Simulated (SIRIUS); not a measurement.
## Tc in SIRIUS: the effect of dispersion

Crystal: Tc.

```
CELL_PARAMETERS angstrom
2.74000 0.00000 0.00000
-1.37000 2.37291 0.00000
0.00000 0.00000 4.39800
ATOMIC_POSITIONS crystal
Tc 0.66667 0.33333 0.75000
Tc 0.33333 0.66667 0.25000
```

Alike in all runs:

| Item | Value |
| --- | --- |
| Program | SIRIUS 7.12.0 |
| Task | equation of state |
| Functional | PBE |
| Potentials or basis | all-electron FP-LAPW |
| Cutoff | 174 eV |
| Basis | apw+lo standard |
| k mesh | 11 × 11 × 6 |
| Occupations | fermi-dirac, width 0.05 eV |
| Spin | no spin polarisation |

Q: One run gave: V0 of scaled cells 14.42 Å³/atom; B0 300 GPa. Which dispersion did it use?
A. none
B. D3(BJ)
C. D4
D. D3

A: A.

| dispersion | V0 of scaled cells (Å³/atom) | B0 (GPa) |
| --- | --- | --- |
| none | 14.42 | 300 |
| D3 | 14.08 | 315 |
| D3(BJ) | 14.08 | 317 |
| D4 | 14.13 | 316 |

Caveats: the cell was scaled at fixed shape and fractional positions, which overstates the stiffness of a crystal with free parameters, most of all of layers and chains.

Not every run made on this cell is shown here.
